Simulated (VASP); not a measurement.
Here is a VASP 6.6.1 calculation.

Contents of INCAR:

```
SYSTEM = C18O
ALGO = Fast
EDIFF = 1E-6
ENCUT = 520
GGA = PS
ISIF = 2
ISMEAR = -1
ISPIN = 2
LASPH = .True.
LCHARG = .False.
LORBIT = 11
LREAL = Auto
LWAVE = .False.
MAGMOM = 0 0 0 0 0 0 0 0 0 0 0 0 0 0 0 0 0 0 0
NBANDS = 58
NELM = 150
PREC = Accurate
SIGMA = 0.05
```

Contents of KPOINTS:

```
k-points
0
Gamma
  2 2 1
  0 0 0
```

Contents of POSCAR:

```
C18O
1.0
    7.3980000000      0.0000000000      0.0000000000
   -3.6990000000      6.4068560000      0.0000000000
    0.0000000000      0.0000000000     11.0000000000
C O
18 1
Direct
   -0.0051694316     -0.0060404042      0.0821545455
    0.2170318050      0.1114899414      0.0765454545
   -0.0020371254      0.3381533782      0.0711090909
    0.2126002590      0.4417455301      0.0830909091
   -0.0112507486      0.6554384865      0.0886909091
    0.2318374839      0.7852213316      0.0837181818
    0.3286498495     -0.0050414743      0.0955000000
    0.5381901119      0.1024683558      0.0834727273
    0.3254901182      0.3284606365      0.0905181818
    0.5540534874      0.4409807244      0.0806727273
    0.3136712261      0.6637576996      0.0845727273
    0.5564581775      0.7829893477      0.1114454545
    0.6721580895      0.0093337512      0.1212909091
    0.8909098266      0.1225874282      0.0794545455
    0.6558195494      0.3327529134      0.0937000000
    0.8887757780      0.4474893770      0.0948272727
    0.6679595593      0.6602770532      0.0957090909
    0.8847973010      0.7685672973      0.0957545455
    0.6689219550      0.9288955456      0.2343363636
```

Potentials or basis: VASP PAW PBE potentials, release 64 (C, O).

The run is started by

```sh
$ cat potpaw_PBE.64/C/POTCAR potpaw_PBE.64/O/POTCAR > POTCAR
$ mpirun -np 1 vasp_std > vasp.out
```

(1) Estimate the band gap on the k mesh.

(2) Estimate the largest force.

(3) Estimate the net moment.

Answers

(1) 0.25 eV, indirect (least direct gap 0.29 eV).

(2) 7.477 eV/Å.

(3) 0.00 μB per cell.

Caveat: the k mesh is coarse (spacing up to 0.49 Å⁻¹), so the values aren't converged; the PAW data sets were made with another functional, which shifts forces and pressure a little.
